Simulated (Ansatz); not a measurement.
**TaN (P-6m2), an elastic constant from a strain scan**

All numbers below come from DFT r2SCAN, scalar-relativistic, plane waves, PAW in Ansatz 0.2.0. Cutoff 500 eV, Γ-centred 18×18×16 k-points, Gaussian smearing of 0.15 eV. Spin–orbit coupling is left out, which can shift energies with elements as heavy as these. No spin polarisation. Energies are free energies at this smearing, counted from the undisturbed cell; pressure is positive in compression.

The undisturbed cell (as given, not relaxed at this level; it stands at -0.2 GPa; this form isn't the usual structure):

```
Ta N
1.0
     2.93800    0.00000    0.00000
    -1.46900    2.54438    0.00000
     0.00000    0.00000    2.88300
Ta N
1 1
Cartesian
  0.0000 1.6963 1.4415
  -1.4690 2.5444 0.0000
```

The cell is strained by ε times the Voigt pattern (0, 1, 0, 0, 0, 0) (xx, yy, zz, yz, xz, xy; engineering shear) with fractional coordinates fixed. The cell holds 2 atoms in V0 = 21.55 Å³. The stress column is τ = (1/V0) dE/dε, got from the stress tensor σ (compression positive) at each point as −det(1 + εP) σ : P(1 + εP)⁻¹, with P the pattern as a tensor.

| ε | ΔE (meV/atom) | τ (GPa) |
| --- | --- | --- |
| -0.0600 | 92.104 | -49.273 |
| -0.0450 | 49.659 | -35.067 |
| -0.0300 | 20.946 | -22.052 |
| -0.0150 | 4.785 | -10.179 |
| 0.0000 | 0.000 | 0.495 |
| 0.0150 | 5.458 | 10.185 |
| 0.0300 | 20.283 | 19.079 |
| 0.0450 | 43.733 | 27.304 |
| 0.0525 | 58.486 | 31.153 |
| 0.0600 | ? | ? |

Question: Which combination of elastic constants does this scan measure, and how large is it?

Answer: For small ε, τ = τ0 + Kε with K = pᵀCp, which for this pattern is C22 in the Cartesian frame shown. The parabola through τ at ε = -0.0150, 0 and 0.0150 has slope K = 679 GPa at zero. The energies per cell, E = NΔE, of the same two points give K = 2[E(ε₊)/ε₊ − E(ε₋)/ε₋]/[(ε₊ − ε₋)V0] = 677 GPa, in agreement. These are clamped-ion values.

Question: Predict the withheld row at ε = 0.0600 from the harmonic law, and compare.

Answer: ΔE = V0(τ0 ε + Kε²/2)/N = 84.174 meV/atom and τ = 41.22 GPa. The calculation gives 75.128 meV/atom and 34.80 GPa: the energy lies 11 % below the harmonic value, as bonds soften when stretched.

Forces appear on the atoms along this scan, and letting them relax would lower the energy and soften the response. In a metal these slopes depend on the k mesh and the smearing.